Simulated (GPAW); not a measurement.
Runs of GPAW 26.7.0 on Sc. It takes space group P6_3/mmc (No. 194, hexagonal). Conventional cell: a = 3.309 Å, b = 3.309 Å, c = 5.273 Å, α = 90.00°, β = 90.00°, γ = 120.00°. Sc (site symmetry -6m2) has 12 Sc at 3.26 to 3.31 Å as nearest neighbours. 

```csv
task,level,potentials or basis,U,cell,k mesh,smearing,optimizer,fmax,max steps,band path,band points,gap on the mesh (eV),pressure (GPa),relaxed volume (Å³/atom)
relaxation of cell and atoms,r2SCAN,"GPAW PAW data sets (gpaw-data 1.2.1), pw",-,relaxed,7 × 7 × 4,fermi-dirac 0.05 eV,BFGS,0.02 eV/Å,40,-,-,none,0.0,24.89
band structure,WC,"PAW data sets generated in the run's folder for this functional, pw",-,as given,7 × 7 × 4,fermi-dirac 0.05 eV,-,-,-,"GMKGALHA,LM,KH",60,-,-3.0,-
band structure,PBEsol+U,"PAW data sets generated in the run's folder for this functional, pw",Sc d U = 4.3 eV,as given,9 × 9 × 5,fermi-dirac 0.05 eV,-,-,-,"GMKGALHA,LM,KH",100,-,(c),-
single point,RPBE,"the program's PAW data sets (release 1.2.1) made for this functional, pw",-,as given,9 × 9 × 5,gaussian 0.05 eV,-,-,-,-,-,none,1.2,-
single point,PBE,"GPAW PAW data sets (gpaw-data 1.2.1), pw",-,as given,9 × 9 × 5,gaussian 0.1 eV,-,-,-,-,-,none,(b),-
band structure,SCAN,"GPAW PAW data sets (gpaw-data 1.2.1), pw",-,as given,7 × 7 × 4,fermi-dirac 0.05 eV,-,-,-,"GMKGALHA,LM,KH",100,-,-0.4,-
relaxation of cell and atoms,PBE+D3(BJ),"GPAW PAW data sets (gpaw-data 1.2.1), pw",-,relaxed,7 × 7 × 4,fermi-dirac 0.05 eV,BFGS,0.01 eV/Å,100,-,-,none,0.0,23.39
relaxation of cell and atoms,PBEsol+D3(BJ),"PAW data sets generated in the run's folder for this functional, pw",-,relaxed,7 × 7 × 4,fermi-dirac 0.05 eV,BFGS,0.02 eV/Å,40,-,-,none,0.0,(a)
single point,PBEsol,"PAW data sets generated in the run's folder for this functional, pw",-,as given,9 × 9 × 5,gaussian 0.02 eV,-,-,-,-,-,none,-2.8,-
```

Alike in all rows: no spin polarisation; cutoff (eV) 600.

Problem. Fill in the values left out.

Solution. (a) 22.46; (b) -0.8; (c) 3.9.

Caveats: later steps reuse the first step's grids (some runs); the PAW data sets were made with another functional, which shifts forces and pressure a little (some runs); pairwise dispersion overbinds metals, which lowers pressure and volume (some runs); U without spin polarisation on a metal has little footing (some runs); the U is typed as a test and isn't derived for this compound (some runs); the volume moved by -10 % from the deposited cell, more than functionals usually miss (some runs).

A gap of «none» marks a metal or a gap under the smearing width.
